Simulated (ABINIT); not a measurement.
A run of ABINIT 10.8.3 (patched build) is set up as follows.

The input run.abi:

```
# Pseudopotentials
pp_dirpath "./"
pseudos "Ta.upf, C.upf"

# Structure
acell 3.1059 3.1059 4.9464 Angstrom
rprim
     1.0000000000     0.0000000000     0.0000000000
    -0.5000000000     0.8660254038     0.0000000000
     0.0000000000     0.0000000000     1.0000000000
ntypat 2
znucl 73 6
natom 3
typat 1 1 2
xred
     0.6666666667     0.3333333333     0.7479900000
     0.3333333333     0.6666666667     0.2520100000
     0.0000000000     0.0000000000     0.0000000000

# Plane-wave basis
ecut 1006.821291 eV

# k points
kptopt 1
ngkpt 8 8 4
nshiftk 1
shiftk 0.0 0.0 0.0

# Exchange and correlation
ixc -116133

# Bands and occupations
nband 19
occopt 3
tsmear 0.05 eV

# SCF cycle
nstep 100
tolvrs 1.0e-10

# Output
iomode 3
prtwf 0
prteig 0
prtebands 0
prtden 1
prtvha 1
prtvclmb 1
prtpot 1
prtelf 1
```

Potentials or basis: PseudoDojo NC SR PBEsol v0.4.1 standard.

Run with:

```console
$ mpirun --bind-to none -np 4 abinit run.abi > log 2>&1
```

Q: Estimate the largest force.

A: 0.045 eV/Å.

Q: Estimate the band gap on the k mesh.

A: None (metal or under the smearing width).

Q: What does it give for the pressure?

A: -3.1 GPa.

Stress tensor (GPa, compression positive):
```
-2.97  0.00  0.00
 0.00 -2.97  0.00
 0.00  0.00 -3.42
```

The run has no spin-orbit coupling, so splittings on Ta are missing.
